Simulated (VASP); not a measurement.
# GaCo: formation energy of a vacancy on the Ga site, part 2 of 2

Wanted: what a vacancy on the Ga site costs in GaCo and how the lattice relaxes round it. The start is a cell from a database of measured crystal structures.

VASP 6.6.1, plane waves and PAW; the level of theory is named at each step.

Still holding for the runs below: The magnetic state follows from one typed start and may not be the lowest.

So far. Step 6 (Reference Co): The run ended after 9 ionic steps, 0.054 eV below its first step, once forces and stress met EDIFFG = -0.02. Step 6 (Reference Co): Energy at zero smearing: -34.44608 eV.

## (7) The defect cell

This step: SCAN, spin-polarised from a ferromagnetic start; plane waves and PAW (Ga, Co) (VASP 6.6.1).

System of this step: Ga15Co16. The cell holds 31 atoms: 15 Ga and 16 Co. Cell: a = 8.005 Å, b = 8.005 Å, c = 8.005 Å, α = 60.0°, β = 60.0°, γ = 60.0°. It derives from GaCo. Nearest the centre at fractional (0.125, 0.125, 0.125): Co16 at 2.45 Å, Co26 at 2.45 Å, Co25 at 2.45 Å, Co23 at 2.45 Å, Co20 at 2.45 Å, Co19 at 2.45 Å, Co18 at 2.45 Å, Co17 at 2.45 Å.

The host is treated as a metal, since its gap is under 0.3 eV or closed. The run keeps 48 symmetry operations, which cuts the number of k-points but bars distortions that break them. The atoms relax at the host's fixed cell.

INCAR reads:

```
SYSTEM = Ga15Co16
PREC = Normal
ENCUT = 300
EDIFF = 1E-05
NELM = 120
ISMEAR = 1
SIGMA = 0.2
LREAL = Auto
ALGO = Normal
METAGGA = SCAN
LASPH = .TRUE.
NBANDS = 135
ISPIN = 2
MAGMOM = 0 0 0 0 0 0 0 0 0 0 0 0 0 0 0 2 2 2 2 2 2 2 2 2 2 2 2 2 2 2 2
LMAXMIX = 4
LORBIT = 11
LWAVE = .FALSE.
LCHARG = .TRUE.
KPAR = 4
IBRION = 2
NSW = 50
ISIF = 2
EDIFFG = -0.03
POTIM = 0.4
MAXMIX = 40
ISYM = 2
```

POSCAR reads:

```
Ga15Co16
1.0
    0.0000000000      5.6605887030      5.6605887030
    5.6605887030      0.0000000000      5.6605887030
    5.6605887030      5.6605887030      0.0000000000
Ga Co
15 16
Direct
    0.6250000000      0.1250000000      0.1250000000
    0.1250000000      0.6250000000      0.1250000000
    0.1250000000      0.1250000000      0.6250000000
    0.3750000000      0.3750000000      0.3750000000
    0.6250000000      0.6250000000      0.1250000000
    0.6250000000      0.1250000000      0.6250000000
    0.8750000000      0.3750000000      0.3750000000
    0.1250000000      0.6250000000      0.6250000000
    0.3750000000      0.8750000000      0.3750000000
    0.3750000000      0.3750000000      0.8750000000
    0.6250000000      0.6250000000      0.6250000000
    0.8750000000      0.8750000000      0.3750000000
    0.8750000000      0.3750000000      0.8750000000
    0.3750000000      0.8750000000      0.8750000000
    0.8750000000      0.8750000000      0.8750000000
    0.0000000000      0.0000000000      0.0000000000
    0.5000000000      0.0000000000      0.0000000000
    0.0000000000      0.5000000000      0.0000000000
    0.0000000000      0.0000000000      0.5000000000
    0.2500000000      0.2500000000      0.2500000000
    0.5000000000      0.5000000000      0.0000000000
    0.5000000000      0.0000000000      0.5000000000
    0.7500000000      0.2500000000      0.2500000000
    0.0000000000      0.5000000000      0.5000000000
    0.2500000000      0.7500000000      0.2500000000
    0.2500000000      0.2500000000      0.7500000000
    0.5000000000      0.5000000000      0.5000000000
    0.7500000000      0.7500000000      0.2500000000
    0.7500000000      0.2500000000      0.7500000000
    0.2500000000      0.7500000000      0.7500000000
    0.7500000000      0.7500000000      0.7500000000
```

KPOINTS reads:

```
Automatic mesh
0
Gamma
4 4 4
0 0 0
```

The projector-augmented-wave data sets are Ga and Co (PBE family, release 64).

Run with:

```
$ mpirun -np 4 vasp_std
```

Elapsed: 14 min, on 4 MPI ranks of AMD EPYC 9R45, shared host; peak memory 1.8 GiB; 54 min of CPU time.

The steps of the relaxation:

| step | energy less that of the first step (eV) | largest force (eV/Å) |
| --- | --- | --- |
| 1 | 0.0000 | 0.7733 |
| 2 | -0.1160 | 0.4955 |
| 3 | -0.1958 | 0.1446 |
| 4 | -0.1960 | 0.1496 |
| 5 | -0.2068 | 0.0843 |
| 6 | -0.2107 | 0.0391 |
| 7 | -0.2108 | 0.0500 |
| 8 | -0.2120 | 0.0184 |

The atoms that moved most (Å):

| atom | dx | dy | dz | length |
| --- | --- | --- | --- | --- |
| Ga13 | 0.000 | 0.088 | 0.000 | 0.088 |
| Ga14 | 0.088 | 0.000 | 0.000 | 0.088 |
| Ga12 | 0.000 | 0.000 | 0.088 | 0.088 |
| Ga7 | -0.088 | 0.000 | 0.000 | 0.088 |
| Ga9 | 0.000 | -0.088 | 0.000 | 0.088 |
| Ga10 | 0.000 | 0.000 | -0.088 | 0.088 |
| Co16 | -0.011 | -0.011 | -0.011 | 0.020 |
| Co23 | 0.011 | -0.011 | -0.011 | 0.020 |

The relaxed structure:

```cif
data_structure
_symmetry_space_group_name_H-M 'P 1'
_symmetry_Int_Tables_number 1
_cell_length_a 8.0053
_cell_length_b 8.0053
_cell_length_c 8.0053
_cell_angle_alpha 60.000
_cell_angle_beta 60.000
_cell_angle_gamma 60.000
_cell_volume 362.76
loop_
_atom_site_label
_atom_site_type_symbol
_atom_site_fract_x
_atom_site_fract_y
_atom_site_fract_z
_atom_site_occupancy
Ga1 Ga 0.62500 0.12500 0.12500 1
Ga2 Ga 0.12500 0.62500 0.12500 1
Ga3 Ga 0.12500 0.12500 0.62500 1
Ga4 Ga 0.37500 0.37500 0.37500 1
Ga5 Ga 0.62500 0.62500 0.12500 1
Ga6 Ga 0.62500 0.12500 0.62500 1
Ga7 Ga 0.88276 0.36724 0.36724 1
Ga8 Ga 0.12500 0.62500 0.62500 1
Ga9 Ga 0.36724 0.88276 0.36724 1
Ga10 Ga 0.36724 0.36724 0.88276 1
Ga11 Ga 0.62500 0.62500 0.62500 1
Ga12 Ga 0.88276 0.88276 0.36724 1
Ga13 Ga 0.88276 0.36724 0.88276 1
Ga14 Ga 0.36724 0.88276 0.88276 1
Ga15 Ga 0.87500 0.87500 0.87500 1
Co16 Co 0.99899 0.99899 0.99899 1
Co17 Co 0.50303 0.99899 0.99899 1
Co18 Co 0.99899 0.50303 0.99899 1
Co19 Co 0.99899 0.99899 0.50303 1
Co20 Co 0.25101 0.25101 0.25101 1
Co21 Co 0.50088 0.50088 0.99737 1
Co22 Co 0.50088 0.99737 0.50088 1
Co23 Co 0.74697 0.25101 0.25101 1
Co24 Co 0.99737 0.50088 0.50088 1
Co25 Co 0.25101 0.74697 0.25101 1
Co26 Co 0.25101 0.25101 0.74697 1
Co27 Co 0.50088 0.50088 0.50088 1
Co28 Co 0.74912 0.74912 0.25263 1
Co29 Co 0.74912 0.25263 0.74912 1
Co30 Co 0.25263 0.74912 0.74912 1
Co31 Co 0.74912 0.74912 0.74912 1
```

This step gave:

```yaml
electronic_cycles: 68
electrons: 189
free_energy_toten: -526.9808 eV
energy_at_zero_smearing: -526.9885 eV
fermi_energy: 7.379 eV
moment_of_the_cell_from_the_last_line_of_the_log: 0.0769 μB
```

Spin moment in the PAW sphere by element, in μB:

| element | atoms | mean | spread (r.m.s.) | least | largest |
| --- | --- | --- | --- | --- | --- |
| Ga | 15 | -0.001 | 0.004 | -0.004 | 0.012 |
| Co | 16 | 0.007 | 0.125 | -0.118 | 0.132 |

The atoms nearest the centre:

| atom | distance (Å) | spin moment in the PAW sphere (μB) |
| --- | --- | --- |
| Co25 | 2.47 | 0.132 |
| Co23 | 2.47 | 0.132 |
| Co26 | 2.47 | 0.132 |
| Co17 | 2.47 | 0.132 |
| Co20 | 2.47 | 0.132 |
| Co18 | 2.47 | 0.132 |
| Co19 | 2.47 | 0.132 |
| Co16 | 2.47 | 0.132 |
| Ga12 | 2.74 | -0.004 |
| Ga14 | 2.74 | -0.004 |
| Ga13 | 2.74 | -0.004 |
| Ga10 | 2.74 | -0.004 |
| Ga9 | 2.74 | -0.004 |
| Ga7 | 2.74 | -0.004 |

Spin density in the ac plane at fractional y = 0.125, through the centre, with atoms of Ga within 0.45 Å of it.

Values in units of 1e-3 e/Å³, 12 rows by 16 columns, each cell a mean:
```
 2.1 -0.9 -1.5 -1.1 -1.3 -1.5  1.1  2.6  4.4  2.3 -0.7 -1.5 -1.1  0.8  4.1  3.1
 0.7 -1.0 -1.4  0.7  1.2  0.1 -1.3 -0.1  1.8  2.4 -1.8 -5.3 -5.0 -4.5  0.4  2.8
 0.1 -0.9 -1.4  0.4  2.9  3.0 -0.3 -1.4 -0.7  0.2 -0.9 -4.3 -5.5 -6.2 -3.4 -0.5
-0.2 -0.1 -0.4 -0.1  1.9  4.8  2.2  0.0 -0.4 -0.1 -0.2 -1.0 -3.1 -5.6 -3.3 -1.1
 0.0 -0.1  0.0 -0.1 -0.2 -0.6 -1.3 -0.8 -0.3 -0.1  0.0 -0.1 -0.1  0.1  0.8  0.5
 0.3 -0.7 -0.5 -0.1 -0.6 -2.4 -5.6 -5.3 -2.4 -0.7 -0.1 -0.4 -0.6  0.4  4.1  3.9
 2.2 -0.9 -1.5 -0.4  0.5 -1.5 -5.5 -5.5 -6.1 -2.8  0.3  0.1 -1.3 -1.5  1.2  2.7
-0.1 -1.0 -1.4  0.8  2.7  3.7 -0.8 -3.8 -3.9 -3.0  1.2  4.2  1.6  0.1 -1.3 -0.3
-1.0 -1.1 -1.3  0.2  2.7  3.7  2.1  0.0 -0.8 -0.8  0.6  3.1  2.9  2.9 -0.7 -1.4
-0.5 -0.3 -0.4 -0.9 -0.5  1.0 -0.4 -0.5 -0.2 -0.1  0.0 -0.3 -0.3  1.0 -0.8 -1.1
-0.7 -0.2 -0.1 -0.4 -1.1 -1.6 -1.4 -1.5 -0.8 -0.1  0.0 -0.3 -1.1 -1.6 -1.4 -1.4
-0.9 -0.8 -0.5 -0.5 -0.9 -1.1  1.1  1.4  0.1  0.1 -0.1 -0.2 -0.1 -0.1  1.3  1.4
```
Columns run along a (8.0 Å), rows up along c (8.0 Å). Atoms in or near the plane, at fractional coordinates: Ga at (0.62, 0.12), Ga at (0.12, 0.62), Ga at (0.62, 0.62).

Valence density in the ac plane at fractional y = 0.125, through the centre, with atoms of Ga within 0.45 Å of it. It is the smooth field of the valence electrons, not physical close to the nuclei.

Ten even steps from '_' (-0.01 e/Å³) to '@' (0.79 e/Å³), each cell a mean:
```
++--::........::==##@@**==------------==%%@@
**==::::::::::::--++##**==--------------++%%
++==------====------==++==----======------==
--------==**##++--------------==**##++------
--------==**@@%%==--------------**@@##==----
----------==**##++--------------==****==----
--::..::----======------::..::------====----
--..____::--------------..____::------------
--::____..--------------::____..------------
----::..::------====------::..::------======
==--------------==****==--------------++****
**==------------==##@@**--------------==##@@
**==--------------++##**==--------------++##
==------==++==------======----==++==------==
::::::::==**%%++--------------==##%%++--::::
......::--++@@%%==------------==**@@##==::..
..____....--++**++--------------==****==::..
________....--====------::..::----====--::..
__________..::::--------..____::--------::..
..__________..::--------::____..--------::::
....________..::--====----::..::------====--
--....____....::==****==--------------++**++
```
Columns run along a (8.0 Å), rows up along c (8.0 Å). Atoms in or near the plane, at fractional coordinates: Ga at (0.62, 0.12), Ga at (0.12, 0.62), Ga at (0.62, 0.62).

The run ended after 8 ionic steps, 0.212 eV below its first step, once the forces on the free atoms met EDIFFG = -0.03.

The 8 first neighbours (Co) lie 2.45 Å from the site in the perfect crystal and 2.47 Å on average after the relaxation (+0.8 %).

## (8) Formation energies

This step: point defect, SCAN; plane waves and PAW (VASP 6.6.1).

Derived from the runs above.

This step gave:

```
formation energy of the neutral defect : 1.836 eV
host formation enthalpy                : -0.2538 eV/atom
```

Formation energy:

| formation energy (eV) | largest move (Å) |
| --- | --- |
| 1.836 | 0.08786 |

E_f is E(defect cell) less E(perfect cell), corrected for the atoms exchanged with their references.

References, in eV an atom: Ga -16.342 (crystal Cmce) and Co -17.223 (crystal P6_3/mmc). They were run at the supercell's cutoff and functional, without U, and count both elements from their own phases.

## (9) Summary of results

| Property | Result |
| --- | --- |
| formation energy at charge 0 | 1.836 eV |
| host formation enthalpy | -0.254 eV/atom |

A vacancy on the Ga site costs 1.84 eV, with every exchanged atom at the energy of its element. The 8 first neighbours (Co) lie 2.45 Å from the site in the perfect crystal and 2.47 Å on average after the relaxation (+0.8 %). The cell's moment changes from 6.2 to 0.1 μB, so the energy holds a change of the magnetic state beyond the defect. With metallic smearing the value can move by tenths of an eV with the k mesh. The supercell of 32 atoms is small, so interactions between images remain.

[Lines on the potential files, build, host, timing and source positions are cut from VASP's logs without a mark.]

[Logs are printed without paths, hosts, clocks, repeated set-up lines and the standing remarks that a program may print on its own settings, such as how far it seeks lower states.]

[Hosts, paths, dates, database ids (printed as entryN), source tags and the programs' standing remarks are cut or masked in the printed files.]

[In band tables of VASP the shares of atoms and orbitals are scaled to a sum of 1 inside the atoms' spheres.]

[Runs that stopped without an error message from VASP are left out.]
